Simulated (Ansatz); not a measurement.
Start from GeO2 (space group P3_121, No. 152).

```yaml
crystal:
  lattice:
    - [4.98872, 0.00000, 0.00000]
    - [-2.49436, 4.32036, 0.00000]
    - [0.00000, 0.00000, 5.67527]
  atoms:
    - { symbol: Ge, position: [0.45108, 0.00000, 0.33333] }
    - { symbol: Ge, position: [0.00000, 0.45108, 0.66667] }
    - { symbol: Ge, position: [0.54892, 0.54892, 0.00000] }
    - { symbol: O, position: [0.39622, 0.30313, 0.24343] }
    - { symbol: O, position: [0.69687, 0.09309, 0.57676] }
    - { symbol: O, position: [0.90691, 0.60378, 0.91010] }
    - { symbol: O, position: [0.09309, 0.69687, 0.42324] }
    - { symbol: O, position: [0.30313, 0.39622, 0.75657] }
    - { symbol: O, position: [0.60378, 0.90691, 0.08990] }
```

All numbers come from Ansatz (a first-principles code) r2SCAN, no spin-orbit coupling.

One change was made to it. Results:

```csv
quantity,base,after
band gap,4.22 eV,4.31 eV
lattice parameter a,4.989 Å,4.471 Å
gap character,"indirect, K → Γ","indirect, K–Γ (38 % along) → Γ"
electron mass,"0.39 mₑ along c, 0.43 mₑ across (at Γ)","0.33 mₑ along c, 0.37 mₑ across (at Γ)"
```

**Question.** Which change produced these results?
A) pressure −1 GPa
B) pressure 60 GPa
C) pressure 18 GPa

**Answer.** C, pressure 18 GPa. For comparison, the band gap in the other runs: pressure −1 GPa gives 4.17 eV; pressure 60 GPa gives 3.94 eV.

Load acts through the strain it causes; cell and atoms are relaxed under it. Masses are band curvatures over ±0.01 Å⁻¹ around the edge. No phonon test of stability was made. Competing high-pressure phases were not computed.
